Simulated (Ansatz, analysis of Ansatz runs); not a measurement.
## SrCl2(111): segregation of S_Cl

Question: does neutral S_Cl prefer the (111) surface of SrCl2 or the inside, and by how much? The same defect is put at one site in each of several layers from the top towards the middle of one slab. Model: a cell of 36 host atoms with 1 Cl taken out and 1 S put in.

Main program and level: Ansatz 0.2.0; plane-wave PAW DFT, PBEsol and LDA; a slab with vacuum, neutral defects.

## Step 1: Set-up

The cell holds 36 atoms: 12 Sr, 23 Cl and 1 S. Its edges and angles: a = 9.899 Å, b = 9.899 Å, c = 23.000 Å, α = 90.0°, β = 90.0°, γ = 60.0°. It derives from SrCl2 (space group Fm-3m), repeated 2×2×1. Vacuum lies along c. Nearest the centre at fractional (0.333, 0.332, 0.715): S6 at 0.00 Å, Sr19 at 3.04 Å, Sr10 at 3.04 Å, Sr28 at 3.04 Å, Cl26 at 3.48 Å, Cl17 at 3.48 Å, Cl8 at 3.48 Å, Cl23 at 4.90 Å.

As a file:

```xyz
36
Lattice="9.8988 0.0000 0.0000 4.9494 8.5726 0.0000 0.0000 0.0000 23.0000" Properties=species:S:1:pos:R:3
Sr   -0.0082   -0.0078   15.3973
Sr    4.9406    2.8500    7.6025
Sr    2.4660    1.4211   11.4997
Cl    2.4654    1.4210    8.5505
Cl   -0.0087   -0.0081   12.4647
S     4.9410    2.8494   16.4423
Cl    4.9405    2.8496   10.5347
Cl    2.4659    1.4208   14.4488
Cl   -0.0090   -0.0076    6.5563
Sr    2.4664    4.2784   15.3974
Sr    7.4150    7.1363    7.6024
Sr    4.9409    5.7072   11.5000
Cl    4.9407    5.7078    8.5510
Cl    2.4665    4.2787   12.4651
Cl    7.4161    7.1360   16.4429
Cl    7.4158    7.1361   10.5348
Cl    4.9413    5.7074   14.4494
Cl    2.4661    4.2789    6.5574
Sr    4.9408   -0.0080   15.3973
Sr    9.8899    2.8499    7.6024
Sr    7.4153    1.4208   11.5000
Cl    7.4157    1.4212    8.5510
Cl    4.9409   -0.0077   12.4651
Cl    9.8907    2.8498   16.4431
Cl    9.8902    2.8501   10.5350
Cl    7.4161    1.4208   14.4492
Cl    4.9407   -0.0072    6.5574
Sr    7.4159    4.2783   15.3972
Sr   12.3647    7.1364    7.6024
Sr    9.8901    5.7072   11.4996
Cl    9.8897    5.7074    8.5502
Cl    7.4152    4.2782   12.4648
Cl   12.3648    7.1357   16.4426
Cl   12.3644    7.1358   10.5346
Cl    9.8902    5.7069   14.4486
Cl    7.4149    4.2785    6.5570
```

The cell's shortest repeat is 9.9 Å.

## Step 2: The clean slab

The slab is cut stoichiometric, symmetric and without a dipole, at the in-plane lattice of the database's bulk structure, and all its atoms relax. Miller indices refer to pymatgen's conventional standard cell, whose axes can be ordered otherwise than in the space-group symbol.

Input file slab/input.yaml:

```yaml
crystal:
  lattice:
    - [4.94939, 0.0, 0.0]
    - [2.474695, 4.286298, 0.0]
    - [0.0, 0.0, 23.0]
  atoms:
    - { symbol: Sr, position: [0.0, 0.0, 0.6757026] }
    - { symbol: Sr, position: [0.6666667, 0.6666667, 0.3242974] }
    - { symbol: Sr, position: [0.3333333, 0.3333333, 0.5] }
    - { symbol: Cl, position: [0.3333333, 0.3333333, 0.368223] }
    - { symbol: Cl, position: [0.0, 0.0, 0.5439257] }
    - { symbol: Cl, position: [0.6666667, 0.6666667, 0.7196283] }
    - { symbol: Cl, position: [0.6666667, 0.6666667, 0.4560743] }
    - { symbol: Cl, position: [0.3333333, 0.3333333, 0.631777] }
    - { symbol: Cl, position: [0.0, 0.0, 0.2803717] }
basis:
  ecutwfc: 420
  xc_grid: 2
hamiltonian:
  xc: pbesol
kpoints:
  mp_grid: { grid: [2, 2, 1] }
scf:
  occupations: { method: fermi_dirac, width: 0.01 }
  max_iter: 80
relax:
  f_tol: 0.01
  max_steps: 100
  random_displacement: { amplitude: 0.03, seed: 5694 }
output:
  forces: true
  eigenvalues: true
```

Run with:

```console
> ansatz run input.yaml --threads 4 --pin off --max-ram 15073MiB --backend cpu --events-out ev --progress --plain --runs-dir out
```

Numbers of over 12 decimals in the logs are rounded to 6 here.

The program printed:

```text
[... repeated set-up lines and file paths are left out, and long positions are rounded to six places ...]
The last accepted step is kept in <dir> (removed where the run ends without a failure and the disk answers)
Engine: ansatz 0.2.0, aarch64-unknown-linux-gnu
Pseudopotentials: kind: paw
Pseudopotential: Sr, paw, valence charge 10, recommended cutoff 420 eV (normal), Sr.paw.azcp
Pseudopotential: Cl, paw, valence charge 7, recommended cutoff 420 eV (normal), Cl.paw.azcp
Functional definition: PBEsol
  exchange = pbesol_x
  correlation = pbesol_c
Crystal: 9 atoms, lattice volume = 487.935 Å³
Basis set: ecut = 420 eV, 9539 PW (Γ), exchange–correlation on 72×72×320 points (8 copies of the dense FFT grid, shifted against one another)
Bands: 45, of which v1, the nominal top of the filled ones, is band 36 counted from 1 (35 counted from 0)
Symmetry: 1 space group operations
k-points: 4
Non-local potential: Sr, projectors of the file, l = 0: 3, l = 1: 2, l = 2: 2
Non-local potential: Cl, projectors of the file, l = 0: 2, l = 1: 2, l = 2: 2
PAW form: soft (Blöchl's): semilocal exchange-correlation on the pseudo side does not see the compensation charge
PAW frozen core: Sr, regenerated for the run's functional, and the local potential with it (the file was generated under x = pbe(κ = 0.804, μ = 0.219515), c = pbe(β = 0.066725))
PAW frozen core: Cl, regenerated for the run's functional, and the local potential with it (the file was generated under x = pbe(κ = 0.804, μ = 0.219515), c = pbe(β = 0.066725))
PAW one-centre angular grid: Sr, 110 points (default); XC on 64 Gauss nodes
PAW one-centre angular grid: Cl, 110 points (default); XC on 64 Gauss nodes
Initial density: superposition of atomic densities (neutral atoms: chi_scale 0, normalization atom), corrected by the library's trained network
Initial wavefunctions: pseudopotential atomic-orbital guess
Functional: x = pbesol(κ = 0.804, μ = 0.123457), c = pbesol(β = 0.046)
SCF iter   1: F=—  HF=-16863.386744 eV  |F-HF|=—  |Δ(HF+E_count)|=         —  Δρ=2.57e-3  dr2=4.86e-2  ethr=1.77e-3  ⟨swp⟩=16.2  Hψ=1274  notcnv=0
preconditioner: auto → Resta (q_TF=auto, 1.983 Å⁻¹)  ε∞=2.0  [insulator: Δε(μ)=4.925 eV  Ē_g=13.352 eV  σ=0.010 eV  W_gap=1.00  n_scr=68 (ndim 8)  ℏωp=13.7 eV  f_vac=0.469  D(μ)=0.00/eV (n_scr^D=0)  ε∞_Penn≈2.0  vacuum switching on, ρ_ref=1.3e-2 e/Å³]
SCF iter   2: F=—  HF=-16863.375547 eV  |F-HF|=—  |Δ(HF+E_count)|=   1.12e-2  Δρ=7.84e-4  dr2=2.94e-3  ethr=6.75e-5  ⟨swp⟩=4.0  Hψ=399  notcnv=0  defer=10
SCF iter   3: F=—  HF=-16863.375884 eV  |F-HF|=—  |Δ(HF+E_count)|=   3.37e-4  Δρ=2.98e-4  dr2=3.08e-4  ethr=4.08e-6  ⟨swp⟩=3.8  Hψ=339  notcnv=0  defer=10
[...]
SCF 1 converged in 8 iterations: F = -16863.375952 eV  dr2 = 8.84e-10
[...]
relax step   1: F+E_penalty+E_count = -16863.37595244 eV  Δ(F+E_penalty+E_count) = +0.000e0 eV  max|allowed force component| = 4.205e-1 eV/Å  Δτ_max = 0.0000 Å  (8 SCF iters, dr2 threshold 2.50e-6 eV, accepted)
[...]
relax step   2: F+E_penalty+E_count = -16863.42259164 eV  Δ(F+E_penalty+E_count) = -4.664e-2 eV  max|allowed force component| = 2.530e-1 eV/Å  Δτ_max = 0.1878 Å  (5 SCF iters, dr2 threshold 1.11e-5 eV, accepted)
[...]
relax step   4: F+E_penalty+E_count = -16863.43472852 eV  Δ(F+E_penalty+E_count) = -5.142e-4 eV  max|allowed force component| = 1.258e-3 eV/Å  Δτ_max = 0.0130 Å  (5 SCF iters, accepted)
SCF converged after 5 iterations
Free energy (F): -16863.434729 eV
Harris-Foulkes:  -16863.434729 eV  (|F-HF|=1.44e-8)
Internal energy: -16863.434729 eV  (E = F + TS)
E sigma→0 (E₀):  -16863.434729 eV
Fermi energy:    0.756324 eV
--- Per-component energies (eV) ---
  E_band       = -788.590861
  E_kinetic    = 1699.478544
  E_local      = -24637.129459  (includes V_loc(G=0)·N_el)
  E_nonlocal   = 783.033139
  E_hartree    = 11344.671805
  E_xc         = -1151.938168
  E_vxc        = -1214.146647  (∫ρ·V_xc dr)
  E_paw        = -11784.548804  (= ΣΔE_a)
  E_vpaw       = -109.165454  (= ΣTr[D̂ρ^β])
  E_aug_tail   = 0.000559  (compensation charges beyond the density's cutoff)
  E_ewald      = 6882.124021
  E_core_change = 0.873635  (= ΣΔE_core)
  E_smearing   = -0.000000  (= −TS)
  E_closure    = 0.000000  (closes the sum)
  Σ components = -16863.434729   (vs F -16863.434729, Δ=0.00e0)
--- Forces (eV/Å), atoms counted from 1 ---
  atom   1  Sr     0.00046810     0.00043929     0.00065974
  atom   2  Sr     0.00069718     0.00017762    -0.00035648
  atom   3  Sr    -0.00091572    -0.00012142    -0.00005848
  atom   4  Cl     0.00005675    -0.00011365     0.00125288
  atom   5  Cl    -0.00004068     0.00001459     0.00047851
  atom   6  Cl    -0.00040521     0.00040003    -0.00074515
  atom   7  Cl     0.00000901    -0.00024383    -0.00056432
  atom   8  Cl     0.00013573    -0.00020585    -0.00093072
  atom   9  Cl    -0.00000107    -0.00035774     0.00022197
  max |Σ_I F_I| component: 4.21e-5 eV/Å
--- Band table (eV) ---
  k-point 0: bands = ["-34.6871", "-34.6870", "-34.5345", "-16.9480", [... 37 left out ...] "4.5864", "4.5866", "4.7986", "4.7992"]
  k-point 1: bands = ["-34.6851", "-34.6850", "-34.5323", "-16.9861", [... 37 left out ...] "4.9734", "5.1920", "5.3407", "5.4916"]
  [... further k-points left out ...]
--- Relaxed structure (4 steps of the walk, 4 accepted, 0 SCFs on fresh bases) ---
  F+E_penalty+E_count = -16863.43472852 eV   max|allowed force component| = 1.258e-3 eV/Å
  atoms:
    - { symbol: Sr, position: [-0.000715, -0.002035, 0.669429] }
    - { symbol: Sr, position: [0.665594, 0.664983, 0.330556] }
    - { symbol: Sr, position: [0.332623, 0.331567, 0.499992] }
    - { symbol: Cl, position: [0.332332, 0.331660, 0.371763] }
    - { symbol: Cl, position: [-0.000748, -0.001814, 0.541932] }
    - { symbol: Cl, position: [0.666026, 0.664625, 0.714890] }
    - { symbol: Cl, position: [0.665850, 0.664927, 0.458054] }
    - { symbol: Cl, position: [0.332615, 0.331376, 0.628219] }
    - { symbol: Cl, position: [-0.001050, -0.001630, 0.285108] }
```

Elapsed: 6.8 s, on 4 threads of Arm Neoverse V1, shared host; peak memory 0.74 GiB; 24 s of CPU time.

Relaxation path:

```csv
step,energy less that of the first step (eV),largest force component (eV/Å)
1,0.0000,0.4205
2,-0.0466,0.2530
3,-0.0583,0.0320
4,-0.0588,0.0013
```

The atoms that moved most (Å, from the sites as typed, ahead of the random displacement, the mean shift of all atoms taken out):

```csv
atom,dx,dy,dz,length
Sr1,0.000,-0.001,-0.144,0.144
Sr2,-0.001,0.001,0.144,0.144
Cl9,-0.001,0.001,0.109,0.109
Cl6,0.000,-0.001,-0.109,0.109
Cl8,0.000,-0.001,-0.082,0.082
Cl4,0.000,0.001,0.082,0.082
Cl5,0.000,0.000,-0.046,0.046
Cl7,0.000,0.000,0.046,0.046
```

With the common shift taken out, atoms move by up to 0.14 Å from the bulk-cut sites, and by up to 0.14 Å along the normal.

On a dense mesh the slab's energy differs by 5 meV an atom, so the sampling is kept; the layers are compared at one sampling, where most of this error should cancel, which was not tested.

## Step 3: Does the supercell reconstruct?

The clean supercell is relaxed from displaced atoms, since a reconstruction that only the larger cell allows would otherwise be counted to the defect.

Input file pristine.relax/input.yaml:

```yaml
crystal:
  lattice:
    - [9.89878, 0.0, 0.0]
    - [4.94939, 8.572596, 0.0]
    - [0.0, 0.0, 23.0]
  atoms:
    - { symbol: Sr, position: [-0.00035738, -0.00101756, 0.66942881] }
    - { symbol: Sr, position: [0.33279689, 0.33249153, 0.33055631] }
    - { symbol: Sr, position: [0.16631173, 0.16578342, 0.49999201] }
    - { symbol: Cl, position: [0.16616595, 0.16582996, 0.37176295] }
[... 26 atom lines left out ...]
    - { symbol: Cl, position: [0.66616595, 0.66582996, 0.37176295] }
    - { symbol: Cl, position: [0.49962616, 0.49909297, 0.54193191] }
    - { symbol: Cl, position: [0.83301323, 0.83231243, 0.71488971] }
    - { symbol: Cl, position: [0.83292521, 0.83246342, 0.45805437] }
    - { symbol: Cl, position: [0.66630768, 0.66568775, 0.62821906] }
    - { symbol: Cl, position: [0.4994751, 0.49918483, 0.28510826] }
basis:
  ecutwfc: 420
  xc_grid: 2
hamiltonian:
  xc: pbesol
kpoints:
  mp_grid: { grid: [1, 1, 1] }
scf:
  occupations: { method: fermi_dirac, width: 0.01 }
  max_iter: 80
output:
  forces: true
relax:
  f_tol: 0.015
  max_steps: 80
  random_displacement: { amplitude: 0.05, seed: 5703 }
```

The program printed:

```text
[...]
Crystal: 36 atoms, lattice volume = 1951.740 Å³
Basis set: ecut = 420 eV, 38177 PW (Γ), exchange–correlation on 144×144×320 points (8 copies of the dense FFT grid, shifted against one another)
Bands: 180, of which v1, the nominal top of the filled ones, is band 144 counted from 1 (143 counted from 0)
Symmetry: 1 space group operations
k-points: 1
[...]
SCF iter   1: F=—  HF=-67453.632895 eV  |F-HF|=—  |Δ(HF+E_count)|=         —  Δρ=2.53e-3  dr2=1.84e-1  ethr=1.77e-3  ⟨swp⟩=18.0  Hψ=1263  notcnv=0  defer=7
[...]
SCF iter   6: F=-67453.599784 eV  HF=-67453.599784 eV  |F-HF|=9.58e-8  |Δ(HF+E_count)|=   4.16e-6  Δρ=3.43e-6  dr2=3.58e-7  ethr=1.19e-9  ⟨swp⟩=3.0  Hψ=757  notcnv=0
SCF 1 converged in 6 iterations: F = -67453.599784 eV  dr2 = 3.58e-7
[...]
- { symbol: Cl, position: [0.332192, 0.332981, 0.457888] }
    - { symbol: Cl, position: [0.165531, 0.166319, 0.628069] }
    - { symbol: Cl, position: [-0.001172, -0.000315, 0.284916] }
    - { symbol: Sr, position: [-0.001091, 0.499653, 0.669310] }
    - { symbol: Sr, position: [0.332145, 0.833026, 0.330399] }
    - { symbol: Sr, position: [0.165562, 0.666324, 0.499861] }
    - { symbol: Cl, position: [0.165507, 0.666390, 0.371643] }
    - { symbol: Cl, position: [-0.001090, 0.499684, 0.541819] }
[...]
- { symbol: Sr, position: [0.498892, -0.000361, 0.669308] }
    - { symbol: Sr, position: [0.832176, 0.333018, 0.330399] }
    - { symbol: Sr, position: [0.665530, 0.166310, 0.499860] }
[...]
- { symbol: Sr, position: [0.498936, 0.499639, 0.669303] }
    - { symbol: Sr, position: [0.832168, 0.833046, 0.330397] }
    - { symbol: Sr, position: [0.665541, 0.666324, 0.499843] }
[...]
- { symbol: Cl, position: [0.832223, 0.832960, 0.714754] }
    - { symbol: Cl, position: [0.832176, 0.832978, 0.457887] }
    - { symbol: Cl, position: [0.665564, 0.666285, 0.628061] }
    - { symbol: Cl, position: [0.498812, 0.499665, 0.284947] }
[key lines of the parts left out:]
SCF converged after 5 iterations
Free energy (F): -67453.738916 eV
Fermi energy:    0.756453 eV
```

The job ended after 23 s (4 threads; peak memory 1.5 GiB; 85 s of CPU time).

Atoms end at most 0.00 Å from the small cell's positions, so the small cell's structure is at least a local minimum.

(Part 1 of 3 ends here.)

[Logs are printed without paths, hosts, clocks, repeated set-up lines and the standing remarks that a program may print on its own settings, such as how far it seeks lower states.]

[Hosts, paths, dates, database ids (printed as entryN), source tags and the programs' standing remarks are cut or masked in the printed files.]

[Maps of the electrostatic potential energy from Ansatz leave out the sawtooth potential of an applied field or a dipole correction, so their vacuum need not be flat.]
